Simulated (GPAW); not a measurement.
BaTiO3 (Barioperovskite):

```xyz
5
Lattice="3.9855 0.0000 0.0000 0.0000 2.8369 2.8451 0.0000 -2.8369 2.8451" Properties=species:S:1:pos:R:3 pbc="T T T"
Ba    0.0000    0.0000    0.0000
Ti    1.9928    0.0000    2.9157
O     1.9928    1.3804    4.2594
O     1.9928   -1.3804    4.2594
O     0.0000    0.0000    2.7735
```

Base run:

* Program: GPAW 26.7.0
* Functional: PBE
* Potentials or basis: GPAW PAW data sets (gpaw-data 1.2.1)
* Cutoff: 800 eV
* Basis: pw
* k mesh: 7 × 7 × 7
* Occupations: fermi-dirac, width 0.05 eV
* Spin: no spin polarisation

Its results: band gap on the k mesh 1.96 eV, indirect (least direct gap 2.09 eV); pressure 3.6 GPa; largest force 0.246 eV/Å.

Problem. The run is repeated on the same cell with these changes: k mesh from 7 × 7 × 7 to 4 × 4 × 4; hubbard terms from none to Ti d U = 7 eV. What comes out?

Solution. Band gap on the k mesh 2.92 eV, indirect (least direct gap 3.18 eV); pressure 6.9 GPa; largest force 0.739 eV/Å.

Several settings changed at once, so the effect can't be laid on one alone.

Caveats: spin-orbit coupling is left out, which moves the levels of the heavy elements; an odd mesh through Γ misses points on the zone boundary, where band edges often lie (some runs).
